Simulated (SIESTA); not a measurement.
AlN:

```
CELL_PARAMETERS angstrom
0.00000 2.03452 2.03452
2.03452 0.00000 2.03452
2.03452 2.03452 0.00000
ATOMIC_POSITIONS crystal
Al 0.50000 0.50000 0.50000
N 0.00000 0.00000 0.00000
```

Measurements of this composition are mostly on another form, of space group No. 186.

```yaml
Program: SIESTA 5.4.2
Task: single point
Functional: PBE
Potentials_or_basis: PseudoDojo 0.4 standard (PBE files)
Basis: DZP (energy shift 0.002 Ry; radii capped at 9.5 bohr)
Grid_cutoff: 800 Ry
Energy_shift: 0.002 Ry
k_mesh: 11 × 11 × 11
Occupations: fermi-dirac, width 0.05 eV
Spin: no spin polarisation
```

On this cell: pressure 2.9 GPa; largest force zero by symmetry; band gap on the k mesh 4.48 eV, indirect (least direct gap 5.54 eV).

The same run follows on a disturbed copy (atoms moved at random, drawn with an rms of 0.05 Å):

```
Al N
1.0
     0.00000    2.03452    2.03452
     2.03452    0.00000    2.03452
     2.03452    2.03452    0.00000
Al N
1 1
Cartesian
  2.0251 2.0119 2.0581
  0.0118 -0.0113 -0.0079
```

Question: What does the disturbed cell give?

Answer: The energy moves by +2.8 meV/atom; pressure 3.1 GPa; largest force 0.286 eV/Å; band gap on the k mesh 4.47 eV, indirect (least direct gap 5.53 eV).

Forces in eV/Å, atoms in the order of the input:
```
Al   0.152  0.081 -0.228
N   -0.152 -0.081  0.228
```

Stress tensor (GPa, compression positive):
```
 3.08  0.02  0.05
 0.02  2.87 -0.01
 0.05 -0.01  3.41
```

Caveats: an odd mesh through Γ misses points on the zone boundary, where band edges often lie; the basis of atomic orbitals isn't converged, which shifts pressures, moduli and gaps.
